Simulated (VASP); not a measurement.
# InAs (F-43m) in VASP: notebook

Aim: see how the results for InAs move with the level of theory and the settings. Levels: LDA, BLYP, RPBE. Tasks: single point.

Program: VASP 6.6.1. These are calculated values, not measurements. Logs are shortened: lines on timing, memory, paths and dates and some standing lists are left out, and cuts for length are marked.

**Measured values to compare with.**

A printed reference work, data compilation reports, for a bulk crystal of InAs at 4.2 K: band gap 0.418 eV (direct).

The runs below are set against these values where they give the same quantity.

### 1 The cell of the first run

The structure is cubic, space group F-43m (No. 216). Conventional cell: a = 6.028 Å, b = 6.028 Å, c = 6.028 Å, α = 90.00°, β = 90.00°, γ = 90.00°. Within 3.4 Å of In (site symmetry -43m) lie 4 As at 2.61 Å. As (site symmetry -43m) has 4 In at 2.61 Å within 3.4 Å.

### 2 Single point, LDA

INCAR reads:

```
PREC = Accurate
ENCUT = 520
EDIFF = 1E-6
ISMEAR = 0
SIGMA = 0.05
LREAL = False
LASPH = True
NELM = 80
ALGO = Normal
ISIF = 2
LWAVE = False
LCHARG = False
GGA = CA
NBANDS = 16
```

KPOINTS reads:

```
regular mesh
0
Gamma
  6 6 6
```

POSCAR reads:

```
InAs
1.0
    0.0000000000      3.0142200107      3.0142200107
    3.0142200107      0.0000000000      3.0142200107
    3.0142200107      3.0142200107      0.0000000000
In As
1 1
Direct
    0.0000000000      0.0000000000      0.0000000000
    0.7500000000      0.7500000000      0.7500000000
```

Potentials or basis: VASP PAW LDA potentials, release 64 (In_d, As).

Started as:

```sh
$ cat potpaw_LDA.64/In_d/POTCAR potpaw_LDA.64/As/POTCAR > POTCAR
$ mpirun -np 1 vasp_std > vasp.out
```

OUTCAR:

```text
PREC = Accurate
   ENCUT = 520
   EDIFF = 1E-6
   ISMEAR = 0
   LREAL = False
   LASPH = True
   NELM = 80
   ISIF = 2
   GGA = CA

 ion  position               nearest neighbor table
   1  0.000  0.000  0.000-   2 2.61   2 2.61   2 2.61   2 2.61
   2  0.750  0.750  0.750-   1 2.61   1 2.61   1 2.61   1 2.61

  LATTYP: Found a face centered cubic cell.
 ALAT       =     6.0284400214

  Lattice vectors:

 A1 = (   0.0000000000,   3.0142200107,   3.0142200107)
 A2 = (   3.0142200107,   0.0000000000,   3.0142200107)
 A3 = (   3.0142200107,   3.0142200107,   0.0000000000)

Analysis of symmetry for initial positions (statically):
=====================================================================
 Subroutine PRICEL returns:
 Original cell was already a primitive cell.

 Routine SETGRP: Setting up the symmetry group for a
 face centered cubic supercell.

 Subroutine GETGRP returns: Found 24 space group operations
 (whereof 24 operations were pure point group operations)
 out of a pool of 48 trial point group operations.

The static configuration has the point symmetry T_d .

Analysis of symmetry for dynamics (positions and initial velocities):
=====================================================================
 Subroutine PRICEL returns:
 Original cell was already a primitive cell.

 Routine SETGRP: Setting up the symmetry group for a
 face centered cubic supercell.

 Subroutine GETGRP returns: Found 24 space group operations
 (whereof 24 operations were pure point group operations)
 out of a pool of 48 trial point group operations.

The dynamic configuration has the point symmetry T_d .

 Subroutine INISYM returns: Found 24 space group operations
 (whereof 24 operations are pure point group operations),
 and found     1 'primitive' translations

----------------------------------------------------------------------------------------

                                     Primitive cell

  volume of cell :      54.7715

  direct lattice vectors                    reciprocal lattice vectors
     0.000000000  3.014220011  3.014220011    -0.165880393  0.165880393  0.165880393
     3.014220011  0.000000000  3.014220011     0.165880393 -0.165880393  0.165880393
     3.014220011  3.014220011  0.000000000     0.165880393  0.165880393 -0.165880393

  length of vectors
     4.262750819  4.262750819  4.262750819     0.287313269  0.287313269  0.287313269

  position of ions in fractional coordinates (direct lattice)
     0.000000000  0.000000000  0.000000000
     0.750000000  0.750000000  0.750000000

  ion indices of the primitive-cell ions
   primitive index   ion index
                 1           1
                 2           2

----------------------------------------------------------------------------------------

 KPOINTS: regular mesh

Automatic generation of k-mesh.
 Grid dimensions read from file:
 generate k-points for:    6    6    6

 Generating k-lattice:

  Cartesian coordinates                     Fractional coordinates (reciprocal lattice)
    -0.027646732  0.027646732  0.027646732     0.166666667  0.000000000  0.000000000
     0.027646732 -0.027646732  0.027646732     0.000000000  0.166666667  0.000000000
     0.027646732  0.027646732 -0.027646732     0.000000000  0.000000000  0.166666667

  Length of vectors
     0.047885545  0.047885545  0.047885545

  Shift w.r.t. Gamma in fractional coordinates (k-lattice)
     0.000000000  0.000000000  0.000000000

 Subroutine IBZKPT returns following result:
 ===========================================

 Found     16 irreducible k-points:

 Following reciprocal coordinates:
            Coordinates               Weight
  0.000000  0.000000  0.000000      1.000000
  0.166667  0.000000  0.000000      8.000000
  0.333333  0.000000  0.000000      8.000000
  0.500000  0.000000  0.000000      4.000000
  0.166667  0.166667  0.000000      6.000000
  0.333333  0.166667  0.000000     24.000000
[... 8 lines left out ...]
 -0.333333  0.333333  0.166667     24.000000
 -0.333333  0.500000  0.166667     12.000000
   k-points           NKPTS =     16   k-points in BZ     NKDIM =     16   number of bands    NBANDS=     16
   number of dos      NEDOS =    301   number of ions     NIONS =      2
   total plane-waves  NPLWV =  32768
   dimension x,y,z NGX =    32 NGY =   32 NGZ =   32
   dimension x,y,z NGXF=    64 NGYF=   64 NGZF=   64
   ions per type =               1   1
   NGX,Y,Z   is equivalent  to a cutoff of  12.48, 12.48, 12.48 a.u.
   NGXF,Y,Z  is equivalent  to a cutoff of  24.96, 24.96, 24.96 a.u.
 SYSTEM =  unknown system
   PREC   = accura    normal or accurate (medium, high low for compatibility)
   ISTART =      0    job   : 0-new  1-cont  2-samecut
   ICHARG =      2    charge: 1-file 2-atom 10-const
   ISPIN  =      1    spin polarized calculation?
   LNONCOLLINEAR =      F non collinear calculations
   LSORBIT =      F    spin-orbit coupling
   LASPH  =      T    aspherical Exc in radial PAW
[... 25 lines left out ...]
  Thomas-Fermi vector in A             =   2.266440
   LORBIT       =      0    0 simple, 1 ext, 2 COOP (PROOUT), +10 PAW based schemes
   GGA     = CA    functional components
   LHFCALC =     F    Hartree Fock is set to
   AEXX    =    0.0000 exact exchange contribution
   IVDW    =     0    specifies the selected vdW correction
   LEPSILON=     F    determine dielectric tensor
   LRPA    =     F    only Hartree local field effects (RPA)
 non-spin polarized calculation
 Gauss-broadening in eV      SIGMA  =   0.05
  energy-cutoff  :      520.00
  volume of cell :       54.77
 maximum number of plane-waves:      1492
   NGX = 15   NGY = 15   NGZ = 15

 number of electron      17.9999992 magnetization

 Free energy of the ion-electron system (eV)
  ---------------------------------------------------
  ext. energy  EPLUGINS =         0.00000000
  ---------------------------------------------------
  free energy    TOTEN  =        -9.00927110 eV

  energy without entropy =       -9.00891401  energy(sigma->0) =       -9.00909255

 E-fermi :   4.4558     XC(G=0):  -9.4498

 val. band max:        4.4405979495   @ k =   0.0000   0.0000   0.0000
 cond. band min:       5.2628860849   @ k =   0.5000   0.0000   0.0000
 fundamental gap:      0.8222881354
 Fermi energy:         4.4558263131

 k-point     1 :       0.0000    0.0000    0.0000
  band No.  band energies     occupation
      1      -9.9442      2.00000
      2      -9.9442      2.00000
      3      -9.9442      2.00000
      4      -9.8121      2.00000
      5      -9.8121      2.00000
      6      -7.5342      2.00000
[... 8 lines left out ...]
     15      14.1774      0.00000
     16      14.1774      0.00000

 k-point     2 :       0.1667    0.0000    0.0000
  band No.  band energies     occupation
      1      -9.9809      2.00000
      2      -9.9339      2.00000
      3      -9.9339      2.00000
      4      -9.8122      2.00000
      5      -9.8122      2.00000
      6      -7.2448      2.00000
[... 8 lines left out ...]
     15      13.0166      0.00000
     16      13.0166      0.00000

 k-point     3 :       0.3333    0.0000    0.0000
  band No.  band energies     occupation
      1     -10.0467      2.00000
      2      -9.9172      2.00000
      3      -9.9172      2.00000
      4      -9.8083      2.00000
      5      -9.8083      2.00000
      6      -6.5242      2.00000
[... 8 lines left out ...]
     15      13.4944      0.00000
     16      13.4944      0.00000

 k-point     4 :       0.5000    0.0000    0.0000
  band No.  band energies     occupation
      1     -10.0769      2.00000
      2      -9.9112      2.00000
      3      -9.9112      2.00000
      4      -9.8038      2.00000
      5      -9.8038      2.00000
      6      -6.0228      2.00000
[... 8 lines left out ...]
     15      15.1675      0.00000
     16      15.1675      0.00000
[... 172 lines left out ...]
 k-point    14 :       0.5000    0.3333    0.1667
  band No.  band energies     occupation
      1     -10.0899      2.00000
      2      -9.8981      2.00000
      3      -9.8850      2.00000
      4      -9.8285      2.00000
      5      -9.8003      2.00000
      6      -5.9782      2.00000
[... 8 lines left out ...]
     15      14.9945      0.00000
     16      16.3664      0.00000

 k-point    15 :      -0.3333    0.3333    0.1667
  band No.  band energies     occupation
      1     -10.1030      2.00000
      2      -9.8977      2.00000
      3      -9.8763      2.00000
      4      -9.8242      2.00000
      5      -9.8044      2.00000
      6      -5.5917      2.00000
[... 8 lines left out ...]
     15      15.2165      0.00000
     16      16.2308      0.00000

 k-point    16 :      -0.3333    0.5000    0.1667
  band No.  band energies     occupation
      1     -10.1200      2.00000
      2      -9.8834      2.00000
      3      -9.8653      2.00000
      4      -9.8357      2.00000
      5      -9.7982      2.00000
      6      -5.4261      2.00000
[... 8 lines left out ...]
     15      16.0872      0.00000
     16      16.2180      0.00000

------------------------ aborting loop because EDIFF is reached ----------------------------------------

  FORCE on cell =-STRESS in cart. coord.  units (eV):
  Direction    XX          YY          ZZ          XY          YZ          ZX
  --------------------------------------------------------------------------------------
  -------------------------------------------------------------------------------------
  Total        0.0511942      0.0511942      0.0511942     -0.0000000      0.0000000     -0.0000000
  in kB        1.4975347      1.4975347      1.4975347     -0.0000000      0.0000000     -0.0000000
  external PRESSURE =       1.4975347 kB  Pullay stress =       0.0000000 kB

 VOLUME and BASIS-vectors are now :
 -----------------------------------------------------------------------------
  energy-cutoff  :      520.00
  volume of cell :       54.77
      direct lattice vectors                 reciprocal lattice vectors
     0.000000000  3.014220011  3.014220011    -0.165880393  0.165880393  0.165880393
     3.014220011  0.000000000  3.014220011     0.165880393 -0.165880393  0.165880393
     3.014220011  3.014220011  0.000000000     0.165880393  0.165880393 -0.165880393

 POSITION                                       TOTAL-FORCE (eV/Angst)
 -----------------------------------------------------------------------------------
      0.00000      0.00000      0.00000        -0.000000     -0.000000     -0.000000
      4.52133      4.52133      4.52133         0.000000      0.000000      0.000000
 -----------------------------------------------------------------------------------
    total drift:                                0.000000      0.000000      0.000000

  FREE ENERGIE OF THE ION-ELECTRON SYSTEM (eV)
  ---------------------------------------------------
  free  energy   TOTEN  =        -9.0092710976 eV

  energy  without entropy=       -9.0089140089  energy(sigma->0) =       -9.00909255
```

Run time: 16 s. Hardware: 1 thread of AMD EPYC 9R14 (Zen 4), shared host; peak memory 0.13 GiB.

What came out:

```
Free energy            : -9.0093 eV
Pressure               : 0.1 GPa
Band gap on the k mesh : zero (filled and empty bands touch)
```

Caveat: spin-orbit coupling is left out, which moves the levels of the heavy elements.

### 3 Single point, LDA (volume scaled by 1.02)

INCAR reads:

```
  ALGO = Normal
  EDIFF = 1E-7
  ENCUT = 520
  GGA = CA
  ISIF = 2
  ISMEAR = 0
  LASPH = True
  LCHARG = True
  LELF = True
  LREAL = False
  LVHAR = True
  LWAVE = False
  NBANDS = 16
  NELM = 100
  PREC = Accurate
  SIGMA = 0.05
```

KPOINTS reads:

```
k-points
0
Gamma
  6 6 6
```

POSCAR reads:

```
InAs
1.0
    0.0000000000      3.0341823144      3.0341823144
    3.0341823144      0.0000000000      3.0341823144
    3.0341823144      3.0341823144      0.0000000000
In As
1 1
Direct
    0.0000000000      0.0000000000      0.0000000000
    0.7500000000      0.7500000000      0.7500000000
```

Potentials or basis: VASP PAW LDA potentials, release 64 (In_d, As).

Started as:

```sh
$ cat potpaw_LDA.64/In_d/POTCAR potpaw_LDA.64/As/POTCAR > POTCAR
$ mpirun -np 1 vasp_std > vasp.out
```

It took 18 s on 1 thread of AMD EPYC 9R14 (Zen 4), shared host; peak memory 0.12 GiB.

Results (log left out):

- Free energy: -9.0066 eV
- Pressure: -1.0 GPa
- Band gap on the k mesh: zero (filled and empty bands touch)

Levels at points of the mesh, in eV from the Fermi level:
```
           k point  band 7  band 8  band 9  band 10  band 11  band 12
(0.00, 0.00, 0.00)   -0.47   -0.02   -0.02    -0.02     3.80     3.80
(0.50, 0.00, 0.00)   -5.80   -1.00   -1.00     0.76     4.58     4.58
(0.50, 0.50, 0.00)   -5.89   -2.33   -2.33     1.41     1.93     8.92
```

Caveat: the cell differs from its parent crystal (volume scaled by 1.02); spin-orbit coupling is left out, which moves the levels of the heavy elements.

### 4 Single point, BLYP

This run uses another cell than the first one, of 27.65 Å³/atom, 1.010 times its volume.

INCAR reads:

```
SYSTEM = InAs
AGGAC = 1.0
AGGAX = 1.0
ALDAC = 0.0
ALDAX = 1.0
ALGO = Normal
EDIFF = 1E-6
ENCUT = 520
GGA = B5
ISIF = 2
ISMEAR = 0
LASPH = .TRUE.
LCHARG = .FALSE.
LREAL = .FALSE.
LWAVE = .FALSE.
NBANDS = 16
NELM = 60
PREC = Accurate
SIGMA = 0.05
```

KPOINTS reads:

```
k-points
0
G
  6 6 6
  0 0 0
```

POSCAR reads:

```
InAs
1.0
    0.0000000000      3.0240000793      3.0240000793
    3.0240000793      0.0000000000      3.0240000793
    3.0240000793      3.0240000793      0.0000000000
In As
1 1
Direct
    0.0000000000      0.0000000000      0.0000000000
    0.7500000000      0.7500000000      0.7500000000
```

Potentials or basis: VASP PAW PBE potentials, release 64 (In_d, As).

Started as:

```sh
$ cat potpaw_PBE.64/In_d/POTCAR potpaw_PBE.64/As/POTCAR > POTCAR
$ mpirun -np 1 vasp_std > vasp.out
```

Wall time 26 s (1 thread of AMD EPYC 9R14 (Zen 4), shared host); peak memory 0.15 GiB.

Results (log left out):

```yaml
Free_energy: -6.3614 eV
Pressure: 7.3 GPa
Band_gap_on_the_k_mesh: zero (filled and empty bands touch)
```

Levels at points of the mesh, in eV from the Fermi level:
| k point | band 5 | band 6 | band 7 | band 8 | band 9 | band 10 | band 11 | band 12 | band 13 | band 14 |
| --- | --- | --- | --- | --- | --- | --- | --- | --- | --- | --- |
| (0.00, 0.00, 0.00) | -14.33 | -11.90 | -0.31 | -0.02 | -0.02 | -0.02 | 3.89 | 3.89 | 3.89 | 7.69 |
| (0.50, 0.00, 0.00) | -14.32 | -10.45 | -5.77 | -1.00 | -1.00 | 0.92 | 4.70 | 4.70 | 7.00 | 9.13 |
| (0.50, 0.50, 0.00) | -14.31 | -9.91 | -5.88 | -2.32 | -2.32 | 1.66 | 2.10 | 9.18 | 9.18 | 9.22 |

Caveat: the PAW data sets were made with another functional, which shifts forces and pressure a little; spin-orbit coupling is left out, which moves the levels of the heavy elements.

### 5 Single point, RPBE (volume scaled by 1.02)

INCAR reads:

```
PREC = Accurate
ENCUT = 520
EDIFF = 1E-7
ISMEAR = 0
SIGMA = 0.05
LREAL = False
LASPH = True
NELM = 100
ALGO = Normal
ISIF = 2
LWAVE = False
LCHARG = False
GGA = RP
NBANDS = 16
```

KPOINTS reads:

```
regular mesh
0
Gamma
  6 6 6
```

POSCAR reads:

```
InAs
1.0
    0.0000000000      3.1495250044      3.1495250044
    3.1495250044      0.0000000000      3.1495250044
    3.1495250044      3.1495250044      0.0000000000
In As
1 1
Direct
    0.0000000000      0.0000000000      0.0000000000
    0.7500000000      0.7500000000      0.7500000000
```

Started as:

```sh
$ cat potpaw_PBE.64/In_d/POTCAR potpaw_PBE.64/As/POTCAR > POTCAR
$ mpirun -np 1 vasp_std > vasp.out
```

It took 10 s on 1 thread of Intel Xeon 6975P-C (Granite Rapids), shared host; peak memory 0.2 GiB.

Results (log left out):

- Free energy: -7.0372 eV
- Pressure: -0.8 GPa
- Band gap on the k mesh: zero (filled and empty bands touch)

Levels at points of the mesh, in eV from the Fermi level:
| k point | band 7 | band 8 | band 9 | band 10 | band 11 | band 12 |
| --- | --- | --- | --- | --- | --- | --- |
| (0.00, 0.00, 0.00) | -0.70 | -0.02 | -0.02 | -0.02 | 3.86 | 3.86 |
| (0.50, 0.00, 0.00) | -5.17 | -0.83 | -0.83 | 0.78 | 4.62 | 4.62 |
| (0.50, 0.50, 0.00) | -5.33 | -1.94 | -1.94 | 1.84 | 2.08 | 8.49 |

Caveat: the cell differs from its parent crystal (volume scaled by 1.02); the PAW data sets were made with another functional, which shifts forces and pressure a little; spin-orbit coupling is left out, which moves the levels of the heavy elements.

### 6 Single point, RPBE (volume scaled by 1.04)

INCAR reads:

```
PREC = Accurate
ENCUT = 520
EDIFF = 1E-6
ISMEAR = 0
SIGMA = 0.05
LREAL = F
LASPH = T
NELM = 60
ALGO = Normal
ISIF = 2
LWAVE = F
LCHARG = F
GGA = RP
NBANDS = 16
```

KPOINTS reads:

```
Automatic mesh
0
Gamma
  6 6 6
```

POSCAR reads:

```
InAs
1.0
    0.0000000000      3.1699770386      3.1699770386
    3.1699770386      0.0000000000      3.1699770386
    3.1699770386      3.1699770386      0.0000000000
In As
1 1
Direct
    0.0000000000      0.0000000000      0.0000000000
    0.7500000000      0.7500000000      0.7500000000
```

Potentials or basis: VASP PAW PBE potentials, release 64 (In_d, As).

Started as:

```sh
$ cat potpaw_PBE.64/In_d/POTCAR potpaw_PBE.64/As/POTCAR > POTCAR
$ mpirun -np 1 vasp_std > vasp.out
```

It took 8.3 s on 1 thread of Intel Xeon 6975P-C (Granite Rapids), shared host; peak memory 0.21 GiB.

It converged, with:

* Free energy: -7.0285 eV
* Pressure: -1.5 GPa
* Band gap on the k mesh: zero (filled and empty bands touch)

Levels at points of the mesh, in eV from the Fermi level:
| k point | band 6 | band 7 | band 8 | band 9 | band 10 | band 11 | band 12 | band 13 |
| --- | --- | --- | --- | --- | --- | --- | --- | --- |
| (0.00, 0.00, 0.00) | -11.01 | -0.80 | -0.02 | -0.02 | -0.02 | 3.85 | 3.85 | 3.85 |
| (0.50, 0.00, 0.00) | -9.94 | -5.09 | -0.81 | -0.81 | 0.75 | 4.61 | 4.61 | 6.74 |
| (0.50, 0.50, 0.00) | -9.54 | -5.26 | -1.89 | -1.89 | 1.87 | 2.06 | 8.36 | 8.36 |

Caveat: the cell differs from its parent crystal (volume scaled by 1.04); the PAW data sets were made with another functional, which shifts forces and pressure a little; spin-orbit coupling is left out, which moves the levels of the heavy elements.

### 7 Summary

| level | potentials or basis | cell | gap on the mesh (eV) | pressure (GPa) |
| --- | --- | --- | --- | --- |
| LDA | VASP PAW LDA potentials, release 64 (In_d, As) | a = 4.263 Å, angles 60.0°, 2 atoms | none | 0.1 |
| LDA | VASP PAW LDA potentials, release 64 (In_d, As) | a = 4.291 Å, angles 60.0°, 2 atoms | none | -1.0 |
| BLYP | VASP PAW PBE potentials, release 64 (In_d, As) | a = 4.277 Å, angles 60.0°, 2 atoms | none | 7.3 |
| RPBE | VASP PAW PBE potentials, release 64 (In_d, As) | a = 4.454 Å, angles 60.0°, 2 atoms | none | -0.8 |
| RPBE | VASP PAW PBE potentials, release 64 (In_d, As) | a = 4.483 Å, angles 60.0°, 2 atoms | none | -1.5 |

Alike in all rows: task single point; no spin polarisation; k mesh 6 × 6 × 6; cutoff (eV) 520; smearing gaussian 0.05 eV.

Caveats: spin-orbit coupling is left out, which moves the levels of the heavy elements; the PAW data sets were made with another functional, which shifts forces and pressure a little (some runs).

Absolute energies hang on the potentials; compare differences alone.

### 8 Comparison with measurements

Step 2. A measured gap of InAs is 0.418 eV (direct; 4.2 K; a printed reference work, data compilation); the calculated 0.00 eV misses it by -0.42 eV. Spin-orbit coupling on As, In is left out. The value is that of LDA on a finite k mesh, which can miss the band edges, without temperature or zero-point motion. Semilocal functionals fall short of measured gaps as a rule.
